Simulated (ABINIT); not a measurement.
**Ga: single point with revPBE**

The system is Ga.

```xyz
1
Lattice="2.7165 0.0000 0.0000 0.0000 2.7165 0.0000 0.0000 0.0000 2.7165" Properties=species:S:1:pos:R:3 pbc="T T T"
Ga    0.0000    0.0000    0.0000
```

The cell was built by a generator and needn't be a form met in nature.

* Program: ABINIT 10.8.3 (patched build)
* Task: single point
* Functional: revPBE
* Potentials or basis: JTH PAW PBE v2.0
* Cutoff: 544 eV
* k mesh: 10 × 10 × 10
* Occupations: fermi-dirac, width 0.05 eV
* Spin: no spin polarisation

```yaml
Pressure: 1.4 GPa
Band_gap_on_the_k_mesh: none (metal or under the smearing width)
Valence_electrons_inside_the_program's_atomic_spheres: Ga 11.00 (radii [1.1132] Å)
```

Levels at points of the mesh, in eV from the Fermi level:
```csv
k point,band 3,band 4,band 5,band 6,band 7,band 8,band 9,band 10
"(0.00, 0.00, 0.00)",-14.62,-14.62,-14.62,-10.58,8.96,8.96,8.96,11.75
"(0.50, 0.00, 0.00)",-14.76,-14.76,-14.61,-6.20,-4.13,12.41,12.41,15.39
"(0.50, 0.50, 0.00)",-14.74,-14.74,-14.48,-1.63,-0.69,-0.69,4.16,15.95
"(0.50, 0.50, 0.50)",-14.96,-14.48,-14.48,2.61,2.61,2.61,3.83,8.11
```

Run time: 9.2 s on 1 thread of Arm Neoverse V1, with other jobs on the host, peak memory 0.09 GiB.

Caveat: the PAW data sets were made with another functional, which shifts forces and pressure a little.
